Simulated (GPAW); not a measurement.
Here is a GPAW 26.7.0 calculation.

Contents of run.py:

```python
from ase import Atoms
from ase.dft.bandgap import bandgap
from ase.io import write
from ase.units import GPa
from ase.parallel import parprint
from gpaw import GPAW, PW

atoms = Atoms(['Mn', 'O', 'O'],
              cell=[[1.4284348394, 0.824707239, 4.5839315268],
                    [-1.4284348394, 0.824707239, 4.5839315268],
                    [0.0, -1.6494144781, 4.5839315268]],
              scaled_positions=[[0.0, 0.0, 0.0],
                                [0.73563551, 0.73563551, 0.73563551],
                                [0.26436449, 0.26436449, 0.26436449]],
              pbc=True)
atoms.set_initial_magnetic_moments([4.0, 0.0, 0.0])

calc = GPAW(mode=PW(800),
            xc='MGGA_X_R2SCAN+MGGA_C_R2SCAN',
            kpts={'size': (7, 7, 7), 'gamma': True},
            occupations={'name': 'fermi-dirac', 'width': 0.05},
            nbands=26,
            convergence={'density': 1e-05, 'energy': 1e-05},
            maxiter=150,
            txt='gpaw.txt')
atoms.calc = calc
energy = atoms.get_potential_energy()
forces = atoms.get_forces()
stress = atoms.get_stress()
calc.write('gs.gpw')
write('result.traj', atoms)
parprint(f'Energy: {energy:.6f} eV')
parprint('Forces (eV/A):')
parprint(forces.round(4))
parprint('Stress (GPa):', (stress / GPa).round(3))
parprint('Moments:', calc.get_magnetic_moments().round(3))
parprint('Fermi level:', round(calc.get_fermi_level(), 4), 'eV')
parprint(f'Gap: {bandgap(calc)[0]:.4f} eV, direct: {bandgap(calc, direct=True)[0]:.4f} eV')

path = atoms.cell.bandpath('GLB1,BZGX,QFP1Z,LP', npoints=100, eps=1e-4)
bs_calc = calc.fixed_density(kpts=path, symmetry='off', nbands=38,
                             convergence={'bands': 'CBM+6.0', 'eigenstates': 1e-6}, txt='bands.txt')
bs = bs_calc.band_structure()
bs.write('bs.json')
parprint(f'Gap on the path: {bandgap(bs_calc)[0]:.4f} eV')
```

Potentials or basis: GPAW PAW data sets (gpaw-data 1.2.1), pw.

Launch:

```sh
$ OMP_NUM_THREADS=1 mpirun -n 4 gpaw python run.py
```

Q: Predict the band gap on the k mesh.

A: 1.95 eV, indirect (least direct gap 2.06 eV).

Q: Estimate the band gap along the path.

A: 1.95 eV, indirect (least direct gap 2.05 eV).

Stress tensor (GPa, compression positive):
```
3.14 0.00 0.00
0.00 3.14 0.00
0.00 0.00 1.81
```

Caveat: the PAW data sets were made with another functional, which shifts forces and pressure a little; a cell with one magnetic atom can't hold antiferromagnetic order, which such compounds often take; the program warned that so skewed a cell can give wrong results. r2SCAN opens gaps a little over a GGA but as a rule still falls short of measured ones.
